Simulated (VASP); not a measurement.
# TePb (Fm-3m) in VASP: a series of runs, part 2 of 3

VASP 6.6.1. Earlier steps stand in the parts before.

## (3) Band structure, AM05

Input file POSCAR:

```
TePb
1.0
    0.0000000000      3.2310000000      3.2310000000
    3.2310000000      0.0000000000      3.2310000000
    3.2310000000      3.2310000000      0.0000000000
Pb Te
1 1
Direct
    0.0000000000      0.0000000000      0.0000000000
    0.5000000000      0.5000000000      0.5000000000
```

Input file INCAR.step1:

```
PREC = Accurate
ENCUT = 520
EDIFF = 1E-6
ISMEAR = -1
SIGMA = 0.05
LREAL = F
LASPH = T
NELM = 100
ALGO = Normal
ISIF = 2
LWAVE = F
LCHARG = T
GGA = AM
```

Input file KPOINTS.step1:

```
Automatic mesh
0
Gamma
  7 7 7
```

Input file INCAR.step2:

```
PREC = Accurate
ENCUT = 520
EDIFF = 1E-6
ISMEAR = 0
SIGMA = 0.05
LREAL = F
LASPH = T
NELM = 100
ALGO = Normal
ISIF = 2
LWAVE = F
LCHARG = F
GGA = AM
ICHARG = 11
```

Input file KPOINTS.step2:

```
path GXWKGLUWLK,UX
10
line-mode
reciprocal
 0.0000000000  0.0000000000  0.0000000000  G
 0.5000000000  0.0000000000  0.5000000000  X

 0.5000000000  0.0000000000  0.5000000000  X
 0.5000000000  0.2500000000  0.7500000000  W

 0.5000000000  0.2500000000  0.7500000000  W
 0.3750000000  0.3750000000  0.7500000000  K

 0.3750000000  0.3750000000  0.7500000000  K
 0.0000000000  0.0000000000  0.0000000000  G

 0.0000000000  0.0000000000  0.0000000000  G
 0.5000000000  0.5000000000  0.5000000000  L

 0.5000000000  0.5000000000  0.5000000000  L
 0.6250000000  0.2500000000  0.6250000000  U

 0.6250000000  0.2500000000  0.6250000000  U
 0.5000000000  0.2500000000  0.7500000000  W

 0.5000000000  0.2500000000  0.7500000000  W
 0.5000000000  0.5000000000  0.5000000000  L

 0.5000000000  0.5000000000  0.5000000000  L
 0.3750000000  0.3750000000  0.7500000000  K

 0.6250000000  0.2500000000  0.6250000000  U
 0.5000000000  0.0000000000  0.5000000000  X
```

Potentials or basis: VASP PAW PBE potentials, release 64 (Pb_d, Te).

Command:

```sh
cat potpaw_PBE.64/Pb_d/POTCAR potpaw_PBE.64/Te/POTCAR > POTCAR
cp INCAR.step1 INCAR
cp KPOINTS.step1 KPOINTS
mpirun -np 1 vasp_std > vasp.out
cp INCAR.step2 INCAR
cp KPOINTS.step2 KPOINTS
mpirun -np 1 vasp_std > vasp.out
```

OUTCAR:

```text
PREC = Accurate
   ENCUT = 520
   EDIFF = 1E-6
   ISMEAR = 0
   LREAL = F
   LASPH = T
   NELM = 100
   ISIF = 2
   GGA = AM
   ICHARG = 11

 ion  position               nearest neighbor table
   1  0.000  0.000  0.000-   2 3.23   2 3.23   2 3.23   2 3.23   2 3.23   2 3.23
   2  0.500  0.500  0.500-   1 3.23   1 3.23   1 3.23   1 3.23   1 3.23   1 3.23

  LATTYP: Found a face centered cubic cell.
 ALAT       =     6.4620000000

  Lattice vectors:

 A1 = (   0.0000000000,   3.2310000000,   3.2310000000)
 A2 = (   3.2310000000,   0.0000000000,   3.2310000000)
 A3 = (   3.2310000000,   3.2310000000,   0.0000000000)

Analysis of symmetry for initial positions (statically):
=====================================================================
 Subroutine PRICEL returns:
 Original cell was already a primitive cell.

 Routine SETGRP: Setting up the symmetry group for a
 face centered cubic supercell.

 Subroutine GETGRP returns: Found 48 space group operations
 (whereof 48 operations were pure point group operations)
 out of a pool of 48 trial point group operations.

The static configuration has the point symmetry O_h .

[... 194 lines left out ...]
      5     -11.1535      2.00000
      6      -6.5047      2.00000
      7      -0.1058      2.00000
      8       4.1907      2.00000
      9       4.1907      2.00000
     10       4.1907      2.00000
     11       9.6004      0.00000
     12       9.6004      0.00000
     13       9.6004      0.00000
     14      11.3265      0.00000
[... 649 lines left out ...]
      1     -11.1650      2.00000
      2     -11.1650      2.00000
      3     -11.1535      2.00000
      4     -11.1535      2.00000
      5     -11.1535      2.00000
      6      -6.5047      2.00000
      7      -0.1058      2.00000
      8       4.1907      2.00000
      9       4.1907      2.00000
     10       4.1907      2.00000
     11       9.6004      0.00000
     12       9.6004      0.00000
     13       9.6004      0.00000
     14      11.3265      0.00000

 [... further k-points ...]

------------------------ aborting loop because EDIFF is reached ----------------------------------------

  FORCE on cell =-STRESS in cart. coord.  units (eV):
  Direction    XX          YY          ZZ          XY          YZ          ZX
  --------------------------------------------------------------------------------------
  -------------------------------------------------------------------------------------
  Total       -0.9615712     -0.9615712     -0.9615712     -0.0000000      0.0000000     -0.0000000
  in kB      -22.8376376    -22.8376376    -22.8376376     -0.0000000      0.0000000     -0.0000000
  external PRESSURE =     -22.8376376 kB  Pullay stress =       0.0000000 kB

 VOLUME and BASIS-vectors are now :
 -----------------------------------------------------------------------------
  energy-cutoff  :      520.00
  volume of cell :       67.46
      direct lattice vectors                 reciprocal lattice vectors
     0.000000000  3.231000000  3.231000000    -0.154750851  0.154750851  0.154750851
     3.231000000  0.000000000  3.231000000     0.154750851 -0.154750851  0.154750851
     3.231000000  3.231000000  0.000000000     0.154750851  0.154750851 -0.154750851

 POSITION                                       TOTAL-FORCE (eV/Angst)
 -----------------------------------------------------------------------------------
      0.00000      0.00000      0.00000         0.000000      0.000000      0.000000
      3.23100      3.23100      3.23100        -0.000000      0.000000     -0.000000
 -----------------------------------------------------------------------------------
    total drift:                               -0.000000      0.000000      0.000000

  FREE ENERGIE OF THE ION-ELECTRON SYSTEM (eV)
  ---------------------------------------------------
  free  energy   TOTEN  =        -8.5953982023 eV

  energy  without entropy=       -8.5953982023  energy(sigma->0) =       -8.59539820
```

OUTCAR.step1:

```text
PREC = Accurate
   ENCUT = 520
   EDIFF = 1E-6
   ISMEAR = -1
   LREAL = F
[... 556 lines left out ...]
      0.00000      0.00000      0.00000         0.000000      0.000000      0.000000
      3.23100      3.23100      3.23100        -0.000000     -0.000000     -0.000000
 -----------------------------------------------------------------------------------
    total drift:                               -0.000000      0.000000      0.000000

  FREE ENERGIE OF THE ION-ELECTRON SYSTEM (eV)
  ---------------------------------------------------
  free  energy   TOTEN  =        -7.6653691135 eV

  energy  without entropy=       -7.6653662418  energy(sigma->0) =       -7.66536768
```

Run time: 76 s. Hardware: 1 thread of Intel Xeon Platinum 8559C (Emerald Rapids), shared host; peak memory 0.26 GiB.

Results:

| Item | Value |
| --- | --- |
| Band gap along the path | 0.72 eV, direct |

Levels at the corners of the path, in eV from the Fermi level:
| point | band 8 | band 9 | band 10 | band 11 | band 12 | band 13 |
| --- | --- | --- | --- | --- | --- | --- |
| Γ | -1.73 | -1.73 | -1.73 | 3.68 | 3.68 | 3.68 |
| X | -4.89 | -3.19 | -3.19 | 2.89 | 5.07 | 5.07 |
| X | -4.89 | -3.19 | -3.19 | 2.89 | 5.07 | 5.07 |
| W | -4.18 | -4.18 | -0.75 | 1.26 | 4.82 | 4.82 |
| W | -4.18 | -4.18 | -0.75 | 1.26 | 4.82 | 4.82 |
| K | -4.51 | -2.69 | -2.48 | 3.17 | 3.38 | 4.72 |
| K | -4.51 | -2.69 | -2.48 | 3.17 | 3.38 | 4.72 |
| Γ | -1.73 | -1.73 | -1.73 | 3.68 | 3.68 | 3.68 |
| Γ | -1.73 | -1.73 | -1.73 | 3.68 | 3.68 | 3.68 |
| L | -1.27 | -1.27 | -0.40 | 0.32 | 0.87 | 0.87 |
| L | -1.27 | -1.27 | -0.40 | 0.32 | 0.87 | 0.87 |
| U | -4.51 | -2.69 | -2.48 | 3.17 | 3.38 | 4.72 |
| U | -4.51 | -2.69 | -2.48 | 3.17 | 3.38 | 4.72 |
| W | -4.18 | -4.18 | -0.75 | 1.26 | 4.82 | 4.82 |
| W | -4.18 | -4.18 | -0.75 | 1.26 | 4.82 | 4.82 |
| L | -1.27 | -1.27 | -0.40 | 0.32 | 0.87 | 0.87 |
| L | -1.27 | -1.27 | -0.40 | 0.32 | 0.87 | 0.87 |
| K | -4.51 | -2.69 | -2.48 | 3.17 | 3.38 | 4.72 |
| U | -4.51 | -2.69 | -2.48 | 3.17 | 3.38 | 4.72 |
| X | -4.89 | -3.19 | -3.19 | 2.89 | 5.07 | 5.07 |

Caveat: the log is that of the step along the path at fixed density, whose energy, stress, charges and moments have no meaning; this odd mesh misses L, where the gap lies, so gap, dielectric constants and Born charges aren't listed; the PAW data sets were made with another functional, which shifts forces and pressure a little; spin-orbit coupling is left out, which moves the levels of the heavy elements.

## (4) RPA correlation energy, PBE (volume scaled by 0.96)

Input file POSCAR:

```
TePb
1.0
    0.0000000000      3.1873324849      3.1873324849
    3.1873324849      0.0000000000      3.1873324849
    3.1873324849      3.1873324849      0.0000000000
Pb Te
1 1
Direct
    0.0000000000      0.0000000000      0.0000000000
    0.5000000000      0.5000000000      0.5000000000
```

Input file INCAR.step1:

```
SYSTEM = TePb
PREC = Accurate ; ENCUT = 400
EDIFF = 1E-8 ; ISMEAR = 0
SIGMA = 0.05 ; LREAL = .FALSE.
LASPH = .TRUE. ; NELM = 60
ALGO = Fast ; LWAVE = .TRUE.
LCHARG = .FALSE. ; GGA = PE
```

Input file INCAR.step2:

```
SYSTEM = TePb
PREC = Accurate ; ENCUT = 400
EDIFF = 1E-8 ; ISMEAR = 0
SIGMA = 0.05 ; LREAL = .FALSE.
LASPH = .TRUE. ; NELM = 1
ALGO = EIGENVAL ; LWAVE = .FALSE.
LCHARG = .FALSE. ; GGA = PE
LHFCALC = .TRUE. ; AEXX = 1.0
ALDAC = 0.0 ; AGGAC = 0.0
ISTART = 1 ; PRECFOCK = Fast
```

Input file INCAR.step3:

```
SYSTEM = TePb
PREC = Accurate ; ENCUT = 400
EDIFF = 1E-8 ; ISMEAR = 0
SIGMA = 0.05 ; LREAL = .FALSE.
LASPH = .TRUE. ; NELM = 1
ALGO = Exact ; LWAVE = .TRUE.
LCHARG = .FALSE. ; GGA = PE
NBANDS = 1243 ; LOPTICS = .TRUE.
ISTART = 1
```

Input file INCAR.step4:

```
SYSTEM = TePb
PREC = Accurate ; ENCUT = 400
EDIFF = 1E-8 ; ISMEAR = 0
SIGMA = 0.05 ; LREAL = .FALSE.
LASPH = .TRUE. ; NELM = 60
ALGO = ACFDT ; LWAVE = .FALSE.
LCHARG = .FALSE. ; GGA = PE
NBANDS = 1243 ; ENCUTGW = 200
NOMEGA = 8 ; ISTART = 1
PRECFOCK = Fast
```

Input file KPOINTS:

```
regular mesh
0
G
  4 4 4
  0 0 0
```

Potentials or basis: VASP PAW PBE potentials, release 64 (Pb_d_GW, Te_GW).

Command:

```sh
cat potpaw_PBE.64/Pb_d_GW/POTCAR potpaw_PBE.64/Te_GW/POTCAR > POTCAR
cp INCAR.step1 INCAR
mpirun -np 1 vasp_std > vasp.out
cp INCAR.step2 INCAR
mpirun -np 1 vasp_std > vasp.out
cp INCAR.step3 INCAR
mpirun -np 1 vasp_std > vasp.out
cp INCAR.step4 INCAR
mpirun -np 1 vasp_std > vasp.out
```

OUTCAR:

```text
SYSTEM = TePb
   PREC = Accurate
   ENCUT = 400
   EDIFF = 1E-8
   ISMEAR = 0
   LREAL = .FALSE.
   LASPH = .TRUE.
   NELM = 60
   GGA = PE
   ENCUTGW = 200
   ISTART = 1
   PRECFOCK = Fast

 ion  position               nearest neighbor table
   1  0.000  0.000  0.000-   2 3.19   2 3.19   2 3.19   2 3.19   2 3.19   2 3.19
   2  0.500  0.500  0.500-   1 3.19   1 3.19   1 3.19   1 3.19   1 3.19   1 3.19

  LATTYP: Found a face centered cubic cell.
 ALAT       =     6.3746649698

  Lattice vectors:

 A1 = (   0.0000000000,   3.1873324849,   3.1873324849)
 A2 = (   3.1873324849,   0.0000000000,   3.1873324849)
 A3 = (   3.1873324849,   3.1873324849,   0.0000000000)

Analysis of symmetry for initial positions (statically):
=====================================================================
 Subroutine PRICEL returns:
 Original cell was already a primitive cell.

 Routine SETGRP: Setting up the symmetry group for a
 face centered cubic supercell.

 Subroutine GETGRP returns: Found 48 space group operations
 (whereof 48 operations were pure point group operations)
 out of a pool of 48 trial point group operations.

The static configuration has the point symmetry O_h .

Analysis of symmetry for dynamics (positions and initial velocities):
=====================================================================
 Subroutine PRICEL returns:
 Original cell was already a primitive cell.

 Routine SETGRP: Setting up the symmetry group for a
 face centered cubic supercell.

 Subroutine GETGRP returns: Found 48 space group operations
 (whereof 48 operations were pure point group operations)
 out of a pool of 48 trial point group operations.

The dynamic configuration has the point symmetry O_h .

 Subroutine INISYM returns: Found 48 space group operations
 (whereof 48 operations are pure point group operations),
 and found     1 'primitive' translations

----------------------------------------------------------------------------------------

                                     Primitive cell

  volume of cell :      64.7608

  direct lattice vectors                    reciprocal lattice vectors
     0.000000000  3.187332485  3.187332485    -0.156870989  0.156870989  0.156870989
     3.187332485  0.000000000  3.187332485     0.156870989 -0.156870989  0.156870989
     3.187332485  3.187332485  0.000000000     0.156870989  0.156870989 -0.156870989

  length of vectors
     4.507568828  4.507568828  4.507568828     0.271708524  0.271708524  0.271708524

  position of ions in fractional coordinates (direct lattice)
     0.000000000  0.000000000  0.000000000
     0.500000000  0.500000000  0.500000000

  ion indices of the primitive-cell ions
   primitive index   ion index
                 1           1
                 2           2

----------------------------------------------------------------------------------------

 KPOINTS: regular mesh

Automatic generation of k-mesh.
 Grid dimensions read from file:
 generate k-points for:    4    4    4

 Generating k-lattice:

  Cartesian coordinates                     Fractional coordinates (reciprocal lattice)
    -0.039217747  0.039217747  0.039217747     0.250000000  0.000000000  0.000000000
     0.039217747 -0.039217747  0.039217747     0.000000000  0.250000000  0.000000000
     0.039217747  0.039217747 -0.039217747     0.000000000  0.000000000  0.250000000

  Length of vectors
     0.067927131  0.067927131  0.067927131

  Shift w.r.t. Gamma in fractional coordinates (k-lattice)
     0.000000000  0.000000000  0.000000000

 Subroutine IBZKPT returns following result:
 ===========================================

 Found      8 irreducible k-points:

 Following reciprocal coordinates:
            Coordinates               Weight
  0.000000  0.000000  0.000000      1.000000
  0.250000  0.000000  0.000000      8.000000
  0.500000  0.000000  0.000000      4.000000
  0.250000  0.250000  0.000000      6.000000
  0.500000  0.250000  0.000000     24.000000
 -0.250000  0.250000  0.000000     12.000000
  0.500000  0.500000  0.000000      3.000000
 -0.250000  0.500000  0.250000      6.000000
   k-points           NKPTS =      8   k-points in BZ     NKDIM =     64   number of bands    NBANDS=   1243
   number of dos      NEDOS =    301   number of ions     NIONS =      2
   total plane-waves  NPLWV =  27000
   dimension x,y,z NGX =    30 NGY =   30 NGZ =   30
   dimension x,y,z NGXF=    60 NGYF=   60 NGZF=   60
   ions per type =               1   1
   NGX,Y,Z   is equivalent  to a cutoff of  11.06, 11.06, 11.06 a.u.
   NGXF,Y,Z  is equivalent  to a cutoff of  22.13, 22.13, 22.13 a.u.
 SYSTEM =  TePb
   PREC   = accura    normal or accurate (medium, high low for compatibility)
   ISTART =      1    job   : 0-new  1-cont  2-samecut
   ICHARG =      0    charge: 1-file 2-atom 10-const
   ISPIN  =      1    spin polarized calculation?
   LNONCOLLINEAR =      F non collinear calculations
   LSORBIT =      F    spin-orbit coupling
   LASPH  =      T    aspherical Exc in radial PAW
   ENCUT  =  400.0 eV  29.40 Ry    5.42 a.u.   7.35  7.35  7.35*2*pi/ulx,y,z
   NELM   =     60;   NELMIN=  2; NELMDL=  0     # of ELM steps
   EDIFF  = 0.1E-07   stopping-criterion for ELM
   LREAL  =      F    real-space projection
   EDIFFG = 0.1E-06   stopping-criterion for IOM
   NSW    =      0    number of steps for IOM
   IBRION =     -1    ionic relax: 0-MD 1-quasi-New 2-CG
   NFREE  =      0    steps in history (QN), initial steepest desc. (CG)
   ISIF   =      0    stress and relaxation
   ISYM   =      3    0-nonsym 1-usesym 2-fastsym
   POTIM  = 0.5000    time-step for ionic-motion
   TEBEG  =    0.0;   TEEND  =   0.0 temperature during run
   PSTRESS=    0.0 pullay stress
   NELECT =      22.0000    total number of electrons
   NUPDOWN=      -1.0000    fix difference up-down
   EMIN   =  10.00;   EMAX   =-10.00  energy-range for DOS
   EFERMI =   0.00;   METHOD = LEGACY
   ISMEAR =     0;   SIGMA  =   0.05  broadening in eV -4-tet -1-fermi 0-gaus
   EFERMI_NEDOS =   21; number of points for ismear=-14 and -15
   IALGO  =     38    algorithm
   IMIX   =      4    mixing-type and parameters
     AMIX     =   0.40;   BMIX     =  1.00
     AMIX_MAG =   1.60;   BMIX_MAG =  1.00
  volume/ion in A,a.u.               =      32.38       218.51
  Fermi-wavevector in a.u.,A,eV,Ry     =   1.142295  2.158625 17.753404  1.304838
  Thomas-Fermi vector in A             =   2.278993
   LORBIT       =      0    0 simple, 1 ext, 2 COOP (PROOUT), +10 PAW based schemes
   GGA     = PE    functional components
   LHFCALC =     T    Hartree Fock is set to
   PRECFOCK=fast      Normal, Fast or Accurate (Low or Medium for compatibility)
   ENCUT4O =  -1.0   cutoff for four orbital integrals eV
   NKREDX  =     1    reduce k-point grid by
   NKREDY  =     1    reduce k-point grid by
   NKREDZ  =     1    reduce k-point grid by
   AEXX    =    1.0000 exact exchange contribution
   HFSCREEN=    0.0000 screening length (either q_TF or 0.3 A-1)
   HFSCREENC=   0.0000 screening length for correlation (either q_TF or 0.3 A-1)
   ENCUTFOCK=  -1.0 apply spherical cutoff to Coloumb kernel
   IVDW    =     0    specifies the selected vdW correction
   LEPSILON=     F    determine dielectric tensor
   LRPA    =     F    only Hartree local field effects (RPA)
   LRPAFORCE           =     F    calculate RPA forces
   ENCUTGW             = 200.0    cutoff for response function in eV
   ENCUTGWSOFT         = 160.0    soft cutoff for Coulomb kernel in GW response function in eV
   ENCUTLF             =  -1.0    cutoff for local field effects
   NELMGW              =     1    number of iterations in solving QP/BSE equation
   NELMHF              =     1    number of iterations in the inner HF iteration
   NKREDLFX            =     1    NKREDLFY  =   1   NKREDLFZ  =   1
 non-spin polarized calculation
 Gauss-broadening in eV      SIGMA  =   0.05
  energy-cutoff  :      400.00
  volume of cell :       64.76
 maximum number of plane-waves:      1243
 NGX is ok and might be reduce to    30
  NGX = 16; NGY = 16; NGZ = 16
   NGX = 15   NGY = 15   NGZ = 15
 maximum number of plane-waves:       444

      cutoff energy     smooth cutoff   RPA   correlation   Hartree contr. to MP2
---------------------------------------------------------------------------------
            200.000           160.000      -25.3755872502      -44.6595378306
            190.476           152.381      -25.2555366081      -44.5293440018
            181.406           145.125      -25.1282649821      -44.3907107910
            172.768           138.214      -24.9937289699      -44.2433644860
            164.541           131.632      -24.8514788153      -44.0864674452
            156.705           125.364      -24.6995748715      -43.9175239386
            149.243           119.394      -24.5401480946      -43.7384873214
            142.136           113.709      -24.3686801694      -43.5438175971
  linear regression
  converged value                          -26.8715990964      -46.3202370761
```

Wall time 43 min (1 thread of AMD EPYC 9R45 (Zen 5), shared host); peak memory 1.9 GiB.

Results:

```
Band gap on the k mesh, mean-field level : 0.64 eV, direct
RPA correlation energy                   : -13.436 eV/atom
RPA total energy per cell                : -41.207 eV
RPA correlation energy per cell          : -26.872 eV
```

Levels at points of the mesh, in eV from the valence-band top:
| k point | band 7 | band 8 | band 9 | band 10 | band 11 | band 12 | band 13 | band 14 | band 15 |
| --- | --- | --- | --- | --- | --- | --- | --- | --- | --- |
| (0.00, 0.00, 0.00) | -12.39 | -5.51 | -1.52 | -1.52 | -1.52 | 4.11 | 4.11 | 4.11 | 5.71 |
| (0.50, 0.00, 0.00) | -10.84 | -8.83 | -1.03 | -1.03 | 0.00 | 0.64 | 1.15 | 1.15 | 8.42 |
| (0.50, 0.50, 0.00) | -10.54 | -7.38 | -4.84 | -3.06 | -3.06 | 3.10 | 5.61 | 5.61 | 6.93 |

Caveat: the k mesh is coarse (spacing up to 0.43 Å⁻¹), so the values aren't converged; spin-orbit coupling is left out, which as a rule narrows the gap of such compounds by several tenths of an eV. A k mesh can miss the band edges.

(Part 2 of 3 ends here.)
